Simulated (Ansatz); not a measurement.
**Al2O3 (Corundum): band structure with PBE**

**The experiment to reproduce.**

From “Multi-petahertz electron interference in Cr:Al2O3 solid-state material”, 2018, pmc:5906618, for a bulk crystal of Al2O3: band gap 8.7 eV (optical).

The system is Al2O3 (Corundum).

```
Al O
1.0
     2.38025    1.37424    4.33187
    -2.38025    1.37424    4.33187
     0.00000   -2.74848    4.33187
Al O
4 6
Direct
  0.85216 0.85216 0.85216
  0.64784 0.64784 0.64784
  0.14784 0.14784 0.14784
  0.35216 0.35216 0.35216
  0.05668 0.75000 0.44332
  0.75000 0.44332 0.05668
  0.44332 0.05668 0.75000
  0.94332 0.25000 0.55668
  0.25000 0.55668 0.94332
  0.55668 0.94332 0.25000
```

```
Program                             : Ansatz 0.2.0
Task                                : band structure
Functional                          : PBE
Potentials or basis                 : Ansatz PAW earlier set
Cutoff                              : 1050 eV
Density cutoff                      : 4200 eV
k mesh                              : 7 × 7 × 7
Occupations                         : fermi-dirac, width 0.05 eV
Spin                                : no spin polarisation
Path                                : [["G", "L", "B1"], ["B", "Z", "G", "X"], ["Q", "F", "P1", "Z"], ["L", "P"]]
Points for each segment of the path : 10
```

* Pressure: 7.4 GPa
* Largest force: 0.026 eV/Å
* Band gap on the k mesh: 6.22 eV, direct
* Band gap along the path: 6.22 eV, direct

Forces on the atoms (eV/Å):
```
Al   0.000  0.000 -0.026
Al   0.000  0.000  0.026
Al   0.000  0.000  0.026
Al   0.000  0.000 -0.026
O   -0.011 -0.019  0.000
O   -0.011  0.019  0.000
O    0.022  0.000  0.000
O    0.011  0.019  0.000
O    0.011 -0.019  0.000
O   -0.022  0.000  0.000
```

Stress tensor (GPa, compression positive):
```
7.58 0.00 0.00
0.00 7.58 0.00
0.00 0.00 6.98
```

Levels at the corners of the path, in eV from the valence-band top:
| point | band 37 | band 38 | band 39 | band 40 | band 41 | band 42 | band 43 | band 44 |
| --- | --- | --- | --- | --- | --- | --- | --- | --- |
| Γ | -0.50 | -0.05 | -0.05 | 0.00 | 6.22 | 9.15 | 10.76 | 11.53 |
| L | -0.91 | -0.91 | -0.27 | -0.27 | 9.47 | 9.47 | 9.65 | 9.65 |
| B1 | -0.85 | -0.85 | -0.51 | -0.51 | 9.71 | 9.71 | 10.13 | 10.13 |
| B | -0.85 | -0.85 | -0.51 | -0.51 | 9.71 | 9.71 | 10.13 | 10.13 |
| Z | -0.38 | -0.38 | -0.38 | -0.38 | 8.68 | 8.68 | 11.10 | 11.10 |
| Γ | -0.50 | -0.05 | -0.05 | 0.00 | 6.22 | 9.15 | 10.76 | 11.53 |
| X | -0.89 | -0.85 | -0.56 | -0.29 | 9.51 | 9.54 | 9.76 | 10.22 |
| Q | -0.89 | -0.85 | -0.56 | -0.29 | 9.51 | 9.54 | 9.76 | 10.22 |
| F | -1.03 | -0.92 | -0.74 | -0.26 | 9.64 | 9.73 | 9.94 | 10.41 |
| P1 | -1.04 | -0.86 | -0.75 | -0.47 | 9.74 | 9.94 | 10.21 | 10.38 |
| Z | -0.38 | -0.38 | -0.38 | -0.38 | 8.68 | 8.68 | 11.10 | 11.10 |
| L | -0.91 | -0.91 | -0.27 | -0.27 | 9.47 | 9.47 | 9.65 | 9.65 |
| P | -1.04 | -0.86 | -0.75 | -0.47 | 9.74 | 9.94 | 10.21 | 10.38 |

It took 33 s on 2 threads of INTEL(R) XEON(R) PLATINUM 8581C CPU @ 2.10GHz (Emerald Rapids), on a shared host, peak memory 1.6 GiB.

A measured gap of Al2O3 is 8.7 eV (optical; quoted in “Multi-petahertz electron interference in Cr:Al2O3 solid-state material”, 2018, pmc:5906618); the calculated 6.22 eV misses it by -2.48 eV. The value is that of PBE, without temperature or zero-point motion. Semilocal functionals fall short of measured gaps as a rule.
